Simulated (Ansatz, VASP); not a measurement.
# SiNi2: VASP beside Ansatz

Contents of INCAR:

```
SYSTEM = SiNi2
ALGO = Normal
EDIFF = 1E-6
EDIFFG = -0.01
ENCUT = 600
GGA = PS
IBRION = 2
ISIF = 3
ISMEAR = -1
ISPIN = 2
LASPH = .TRUE.
LCHARG = .FALSE.
LMAXMIX = 4
LORBIT = 11
LREAL = .FALSE.
LWAVE = .FALSE.
MAGMOM = 1 1 1 1 0 0
NELM = 150
NSW = 60
PREC = Accurate
SIGMA = 0.05
```

The input KPOINTS:

```
k-points
0
G
  6 6 5
  0 0 0
```

File POSCAR:

```
SiNi2
1.0
    3.8360000000      0.0000000000      0.0000000000
   -1.9180000000      3.3220734489      0.0000000000
    0.0000000000      0.0000000000      4.9480000000
Ni Si
4 2
Direct
    0.6666666667      0.3333333333      0.7500000000
    0.3333333333      0.6666666667      0.2500000000
    0.0000000000      0.0000000000      0.5000000000
    0.0000000000      0.0000000000      0.0000000000
    0.6666666667      0.3333333333      0.2500000000
    0.3333333333      0.6666666667      0.7500000000
```

Contents of input.yaml:

```yaml
crystal:
  lattice:
    - [3.836, 0.0, 0.0]
    - [-1.918, 3.3220734489, 0.0]
    - [0.0, 0.0, 4.948]
  atoms:
    - { symbol: Ni, position: [0.6666666667, 0.3333333333, 0.75], spin: 1.0 }
    - { symbol: Ni, position: [0.3333333333, 0.6666666667, 0.25], spin: 1.0 }
    - { symbol: Ni, position: [0.0, 0.0, 0.5], spin: 1.0 }
    - { symbol: Ni, position: [0.0, 0.0, 0.0], spin: 1.0 }
    - { symbol: Si, position: [0.6666666667, 0.3333333333, 0.25] }
    - { symbol: Si, position: [0.3333333333, 0.6666666667, 0.75] }
hamiltonian:
  xc: pbesol
  pseudopotentials: { kind: paw }
magnetization:
  spin_polarized: true
kpoints:
  mp_grid: { grid: [6, 6, 5] }
scf:
  occupations: { method: fermi_dirac, width: 0.05 }
output:
  forces: true
  stress: true
  eigenvalues: true
relax:
  f_tol: 0.01
  max_steps: 40
  cell: { stress_tol: 0.05 }
```

Alike in both runs: task relaxation of cell and atoms; functional PBEsol; k mesh 6 × 6 × 5; occupations fermi-dirac, width 0.05 eV; collinear spin, ferromagnetic start.

|  | VASP | Ansatz |
| --- | --- | --- |
| version | VASP 6.6.1 | Ansatz 0.2.0 |
| potentials or method | VASP PAW PBE potentials, release 64 (Ni, Si) | Ansatz PAW |
| plane-wave cutoff (eV) | 600 | 420 |
| valence electrons in the cell | 48 | 80 |

```csv
,VASP,Ansatz,Ansatz less VASP
"gap on the k mesh at the Fermi level, each at its own relaxed structure (eV)",none,none,-
net moment per atom (μB),0.00,0.00,0.000
relaxed volume (Å³/atom),10.62,10.62,-0.008
relaxed cell length with the largest relative difference (Å),3.870,3.868,-0.0023
energy change over the relaxation (meV/atom),-3,-2,+0.3
```

A gap of «none» marks a metal or a gap that the smearing closes. The two sets of potentials don't hold the same shells in valence.

Caveats: the PAW data sets were made with another functional, which shifts forces and pressure a little (VASP); the plane-wave basis is chosen anew once the cell has moved, so the energies of steps on either side of that aren't comparable (Ansatz); the PAW data sets come from PBE, with cores solved anew for the run's functional, which leaves a small shift of forces and pressure (Ansatz); the starting moments weren't kept (Ansatz). Zero-point motion and thermal expansion aren't in these numbers.
